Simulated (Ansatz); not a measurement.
Pb:

```
CELL_PARAMETERS angstrom
0.01933 2.46287 2.45281
2.50286 -0.00675 2.47889
2.48132 2.46742 0.01479
ATOMIC_POSITIONS crystal
Pb 0.00000 0.00000 0.00000
```

The cell isn't the ideal one: cell sheared at random, sigma 0.01, atoms nudged by 0.01 Å.

```yaml
Program: Ansatz 0.2.0
Task: relaxation of cell and atoms
Functional: PBEsol0
Potentials_or_basis: Ansatz PAW
Cutoff: "420 eV (not typed: the program's choice for these potentials)"
k_mesh: 5 × 5 × 5
Occupations: fermi-dirac, width 0.05 eV
Spin: no spin polarisation
```

At the start: volume 30.13 Å³/atom.

Q: Where does the relaxation end?

A: It ends after 5 steps and the volume is 29.33 Å³/atom (-2.7 %); space group Fmmm (No. 69, to 0.05 Å).

The path:
```
step  energy change (eV)  largest force (eV/Å)  volume (Å³)
   1              0.0000                0.0000        30.13
   2             -0.0181                0.0000        29.20
   3             -0.0191                0.0000        29.32
   4             -0.0191                0.0000        29.33
   5             -0.0190                0.0000        29.33
```

Final structure:
```
Pb
1.0
     0.00504    2.46498    2.34017
     2.54955   -0.00401    2.34734
     2.53765    2.46219    0.00658
Pb
1
Direct
  0.00000 0.00000 0.00000
```

Caveat: the k mesh is coarse (spacing up to 0.44 Å⁻¹), so the values aren't converged, least of all with exact exchange; the plane-wave basis is chosen anew once the cell has moved, so the energies of steps on either side of that aren't comparable; the PAW data sets come from PBE, with cores solved anew for the run's functional, which leaves a small shift of forces and pressure.
